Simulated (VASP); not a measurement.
Write the native input for VASP 6.6.1 that does the following.

```
Task                   : single point
Functional             : PBE
Potentials or basis    : VASP PAW PBE potentials, release 64 (Ni, Si)
Cutoff                 : 520 eV
k mesh                 : 9 × 8 × 6
Occupations            : fermi-dirac, width 0.05 eV
Spin                   : collinear spin, ferromagnetic start
Starting moments       : [1.0, 1.0, 0.0, 0.0] μB
Further INCAR settings : ALGO = Normal; EDIFF = 1e-07; NBANDS = 26
```

The structure of SiNi lies in POSCAR:

```
SiNi
1.0
    2.9427706600      0.0000000000      0.0000000000
    0.0000000000      3.2803255400      0.0000000000
    0.0000000000      0.0000000000      4.6774467600
Ni Si
2 2
Direct
    0.5000000000      0.5000000000      0.3424955900
    0.0000000000      0.0000000000      0.6575044100
    0.5000000000      0.5000000000      0.8431431600
    0.0000000000      0.0000000000      0.1568568400
```

The cell is a database's computed one.

The input as run:

INCAR

```
SYSTEM = SiNi
ALGO = Normal ; EDIFF = 1E-7
ENCUT = 520 ; GGA = PE
ISIF = 2 ; ISMEAR = -1
ISPIN = 2 ; LASPH = .True.
LCHARG = .False. ; LMAXMIX = 4
LORBIT = 11 ; LREAL = .False.
LWAVE = .False. ; MAGMOM = 1 1 0 0
NBANDS = 26 ; NELM = 100
PREC = Accurate ; SIGMA = 0.05
```

KPOINTS

```
k-points
0
Gamma
  9 8 6
  0 0 0
```

Potentials or basis: VASP PAW PBE potentials, release 64 (Ni, Si).

The run is started by

```sh
$ cat potpaw_PBE.64/Ni/POTCAR potpaw_PBE.64/Si/POTCAR > POTCAR
$ mpirun -np 1 vasp_std > vasp.out
```

It gave:

```
Pressure                                              : 6.8 GPa
Largest force                                         : 0.064 eV/Å
Band gap on the k mesh                                : none (metal or under the smearing width)
Net moment                                            : 0.00 μB per cell
Valence electrons inside the program's atomic spheres : Ni 9.59; Si 1.62
```

It took 2.4 min on 1 thread of Intel(R) Xeon(R) Platinum 8488C (Sapphire Rapids) (shared host), peak memory 0.28 GiB.
